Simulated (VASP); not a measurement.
# Ag in VASP: relaxation of the atoms with PBE+D3(BJ)

Aim: the relaxation of the atoms of Ag with PBE+D3(BJ).

Everything below comes from runs of VASP 6.6.1. Logs are shortened: lines on timing, memory, paths and dates and some standing lists are left out, and cuts for length are marked.

## (1) The slab as given

The cell holds a slab with vacuum, 4 atoms: a = 2.905 Å, b = 2.905 Å, c = 30.468 Å, α = 90.00°, β = 90.00°, γ = 120.00°.

The cell was built by a generator and needn't be a form met in nature.

## (2) Relaxation of the atoms, PBE+D3(BJ)

File INCAR:

```
  ALGO = Fast
  DIPOL = 0.5 0.5 0.500
  EDIFF = 1E-6
  EDIFFG = -0.02
  ENCUT = 520
  GGA = PE
  IBRION = 2
  IDIPOL = 3
  ISIF = 2
  ISMEAR = 1
  IVDW = 12
  LASPH = True
  LCHARG = False
  LDIPOL = True
  LREAL = False
  LWAVE = False
  NELM = 120
  NSW = 90
  PREC = Accurate
  SIGMA = 0.1
```

File KPOINTS:

```
k-points
0
Gamma
  13 13 1
```

File POSCAR:

```
Ag
1.0
    1.4523382500      2.5155236700      0.0000000000
   -2.9046765000      0.0000000000      0.0000000000
    0.0000000000      0.0000000000     30.4679631100
Ag
4
Direct
    0.0000000000      0.0000000000      0.3857115500
    0.6666670000      0.3333330000      0.4619038500
    0.3333330000      0.6666670000      0.5380961500
    1.0000000000      0.0000000000      0.6142884500
```

Potentials or basis: VASP PAW PBE potentials, release 64 (Ag).

Launch:

```
$ cat potpaw_PBE.64/Ag/POTCAR > POTCAR
$ mpirun -np 1 vasp_std > vasp.out
```

OUTCAR:

```text
EDIFF = 1E-6
   EDIFFG = -0.02
   ENCUT = 520
   GGA = PE
   IBRION = 2
   ISIF = 2
   ISMEAR = 1
   IVDW = 12
   LASPH = True
   LREAL = False
   NELM = 120
   NSW = 90
   PREC = Accurate
 IVDW          = 12

 ion  position               nearest neighbor table
   1  0.000  0.000  0.386-   2 2.86   2 2.86   2 2.86
   2  0.667  0.333  0.462-   1 2.86   3 2.86   3 2.86   1 2.86   1 2.86   3 2.86
   3  0.333  0.667  0.538-   4 2.86   2 2.86   2 2.86   4 2.86   4 2.86   2 2.86
   4  0.000  0.000  0.614-   3 2.86   3 2.86   3 2.86

  LATTYP: Found a hexagonal cell.
 ALAT       =     2.9046765270
 C/A-ratio  =    10.4892792111

  Lattice vectors:

 A1 = (   1.4523382500,   2.5155236700,   0.0000000000)
 A2 = (  -2.9046765000,   0.0000000000,   0.0000000000)
 A3 = (   0.0000000000,   0.0000000000,  30.4679631100)

Analysis of symmetry for initial positions (statically):
=====================================================================
 Subroutine PRICEL returns:
 Original cell was already a primitive cell.

 Routine SETGRP: Setting up the symmetry group for a
 hexagonal supercell.

 Subroutine GETGRP returns: Found 12 space group operations
 (whereof 12 operations were pure point group operations)
 out of a pool of 24 trial point group operations.

The static configuration has the point symmetry D_3d.

Analysis of symmetry for dynamics (positions and initial velocities):
=====================================================================
 Subroutine PRICEL returns:
 Original cell was already a primitive cell.

 Routine SETGRP: Setting up the symmetry group for a
 hexagonal supercell.

 Subroutine GETGRP returns: Found 12 space group operations
 (whereof 12 operations were pure point group operations)
 out of a pool of 24 trial point group operations.

The dynamic configuration has the point symmetry D_3d.

 Subroutine INISYM returns: Found 12 space group operations
 (whereof 12 operations are pure point group operations),
 and found     1 'primitive' translations

----------------------------------------------------------------------------------------

                                     Primitive cell

  volume of cell :     222.6228

  direct lattice vectors                    reciprocal lattice vectors
     1.452338250  2.515523670  0.000000000     0.000000000  0.397531541  0.000000000
    -2.904676500  0.000000000  0.000000000    -0.344272417  0.198765770  0.000000000
[... 99 lines left out ...]
   EFERMI =   0.00;   METHOD = LEGACY
   ISMEAR =     1;   SIGMA  =   0.10  broadening in eV -4-tet -1-fermi 0-gaus
   EFERMI_NEDOS =   21; number of points for ismear=-14 and -15
   IALGO  =     68    algorithm
   IMIX   =      4    mixing-type and parameters
     AMIX     =   0.40;   BMIX     =  1.00
     AMIX_MAG =   1.60;   BMIX_MAG =  1.00
  volume/ion in A,a.u.               =      55.66       375.58
  Fermi-wavevector in a.u.,A,eV,Ry     =   0.953606  1.802055 12.372666  0.909365
  Thomas-Fermi vector in A             =   2.082277
   LORBIT       =      0    0 simple, 1 ext, 2 COOP (PROOUT), +10 PAW based schemes
   GGA     = PE    functional components
   LHFCALC =     F    Hartree Fock is set to
   AEXX    =    0.0000 exact exchange contribution
   IVDW    =    12    specifies the selected vdW correction
   LEPSILON=     F    determine dielectric tensor
   LRPA    =     F    only Hartree local field effects (RPA)
 conjugate gradient relaxation of ions
 non-spin polarized calculation
 RMM-DIIS sequential band-by-band and
 Methfessel and Paxton  Order N= 1 SIGMA  =   0.10
  energy-cutoff  :      520.00
  volume of cell :      222.62
 maximum number of plane-waves:      6125
 NGX is ok and might be reduce to    24
   NGX = 11   NGY = 11   NGZ =113

--------------------------------------- Ionic step        1  -------------------------------------------

 number of electron      44.0000001 magnetization

 Free energy of the ion-electron system (eV)
  ---------------------------------------------------
  ext. energy  EPLUGINS =         0.00000000
  ---------------------------------------------------
  free energy    TOTEN  =       -10.15998935 eV

  energy without entropy =      -10.16009724  energy(sigma->0) =      -10.16002531

------------------------ aborting loop because EDIFF is reached ----------------------------------------

 Edisp (eV)   -1.79179

 E8    (eV) :    -0.8110
[... 201 lines left out ...]
--------------------------------------- Ionic step        6  -------------------------------------------

 number of electron      44.0000003 magnetization

 dipolmoment           0.000000      0.000000      0.000000 electrons x Angstroem

------------------------ aborting loop because EDIFF is reached ----------------------------------------

 Edisp (eV)   -1.78509

 E8    (eV) :    -0.8078
[... 75 lines left out ...]
--------------------------------------- Ionic step        8  -------------------------------------------

 number of electron      44.0000012 magnetization

 dipolmoment           0.000000      0.000000     -0.000000 electrons x Angstroem

 Free energy of the ion-electron system (eV)
  ---------------------------------------------------
  ext. energy  EPLUGINS =         0.00000000
  ---------------------------------------------------
  free energy    TOTEN  =       -10.17247992 eV

  energy without entropy =      -10.17236641  energy(sigma->0) =      -10.17244208

 E-fermi :  -0.5751     XC(G=0):  -4.3085

 val. band max:       -0.6148685968   @ k =   0.1538   0.0000   0.0000
 cond. band min:      -0.4943647684   @ k =   0.3077   0.0769   0.0000
 fundamental gap:      0.1205038285
 Fermi energy:        -0.5750618383

 k-point     1 :       0.0000    0.0000    0.0000
  band No.  band energies     occupation
      1      -7.9185      2.00000
      2      -7.0072      2.00000
      3      -6.6854      2.00000
      4      -6.5098      2.00000
      5      -5.3293      2.00000
      6      -5.3293      2.00000
[... 598 lines left out ...]
     25       3.9336      0.00000
     26       4.6538      0.00000

------------------------ aborting loop because EDIFF is reached ----------------------------------------

 vacuum level on the upper side and lower side of the slab       (xc-potential included)        -0.019        -0.019

 Edisp (eV)   -1.78192

 E8    (eV) :    -0.8063

  FORCE on cell =-STRESS in cart. coord.  units (eV):
  Direction    XX          YY          ZZ          XY          YZ          ZX
  --------------------------------------------------------------------------------------
  -------------------------------------------------------------------------------------
  Total      -1.46258    -1.46258     0.04152     0.00000     0.00000    -0.00000
  in kB     -10.52592   -10.52592     0.29880     0.00000     0.00000    -0.00000
  external pressure =       -6.92 kB  Pullay stress =        0.00 kB
[... 19 lines left out ...]
  FREE ENERGIE OF THE ION-ELECTRON SYSTEM (eV)
  ---------------------------------------------------
  free  energy   TOTEN  =       -11.9543988541 eV

  energy  without entropy=      -11.9542853358  energy(sigma->0) =      -11.95436101

 reached required accuracy - stopping structural energy minimisation

 vacuum level on the upper side and lower side of the slab         3.967         3.967
```

OSZICAR:

```text
N       E                     dE             d eps       ncg     rms          rms(c)
DAV:   1     0.281407304977E+03    0.28141E+03   -0.19564E+04  1092   0.141E+03
DAV:   2     0.846783676465E+00   -0.28056E+03   -0.27140E+03  1318   0.293E+02
DAV:   3    -0.107857138480E+02   -0.11632E+02   -0.10605E+02  1230   0.568E+01
[... 67 lines left out ...]
       N       E                     dE             d eps       ncg     rms          rms(c)
DAV:   1    -0.101723823003E+02   -0.12271E-02   -0.19692E-01  1092   0.253E+00    0.279E-02
RMM:   2    -0.101724703836E+02   -0.88083E-04   -0.89908E-04  1096   0.289E-01    0.166E-02
RMM:   3    -0.101724792478E+02   -0.88642E-05   -0.11893E-04  1104   0.106E-01    0.954E-03
RMM:   4    -0.101724795335E+02   -0.28577E-06   -0.21237E-05  1104   0.436E-02    0.234E-03
RMM:   5    -0.101724799241E+02   -0.39053E-06   -0.51908E-06   919   0.207E-02
   8 F= -.11954399E+02 E0= -.11954361E+02  d E =-.745823E-03
```

CONTCAR:

```text
Ag
   1.00000000000000
     1.4523382499999999    2.5155236699999999    0.0000000000000000
    -2.9046764999999999    0.0000000000000000    0.0000000000000000
     0.0000000000000000    0.0000000000000000   30.4679631099999995
  Ag
     4
Direct
     0.0000000000000000    0.0000000000000000    0.3847760556430957
     0.6666669999999968    0.3333330000000032    0.4616581585745705
     0.3333330000000032    0.6666669999999968    0.5383418414254296
     0.0000000000000000    0.0000000000000000    0.6152239443569044

  0.00000000E+00  0.00000000E+00  0.00000000E+00
  0.00000000E+00  0.00000000E+00  0.00000000E+00
  0.00000000E+00  0.00000000E+00  0.00000000E+00
  0.00000000E+00  0.00000000E+00  0.00000000E+00
```

Run time: 6 min. Hardware: 1 thread of Intel Xeon Platinum 8488C (Sapphire Rapids), shared host; peak memory 0.44 GiB.

What came out:

| Quantity | Value |
| --- | --- |
| Free energy | -11.9544 eV |
| Energy gained by relaxing | 0.7 meV/atom |
| Ionic steps | 8 |
| Largest force after relaxing | 0.008 eV/Å |
| Band gap on the k mesh | none (metal or under the smearing width) |
| Dispersion energy per atom | -0.445 eV |

Forces in eV/Å, atoms in the order of the input:
```
Ag   0.000  0.000 -0.003
Ag   0.000  0.000 -0.008
Ag   0.000  0.000  0.008
Ag   0.000  0.000  0.003
```

The path:
| step | energy change (eV) | largest force (eV/Å) | pressure (GPa) |
| --- | --- | --- | --- |
| 1 | 0.0000 | 0.0825 | -0.49 |
| 2 | -0.0006 | 0.0593 | -0.52 |
| 3 | -0.0010 | 0.0482 | -0.54 |
| 4 | -0.0016 | 0.0477 | -0.59 |
| 5 | -0.0018 | 0.0896 | -0.68 |
| 6 | -0.0019 | 0.0703 | -0.64 |
| 7 | -0.0024 | 0.0298 | -0.68 |
| 8 | -0.0026 | 0.0084 | -0.69 |

Final structure:
```yaml
crystal:
  lattice:
    - [1.45234, 2.51552, 0.00000]
    - [-2.90468, 0.00000, 0.00000]
    - [0.00000, 0.00000, 30.46796]
  atoms:
    - { symbol: Ag, position: [0.00000, 0.00000, 0.38478] }
    - { symbol: Ag, position: [0.66667, 0.33333, 0.46166] }
    - { symbol: Ag, position: [0.33333, 0.66667, 0.53834] }
    - { symbol: Ag, position: [0.00000, 0.00000, 0.61522] }
```
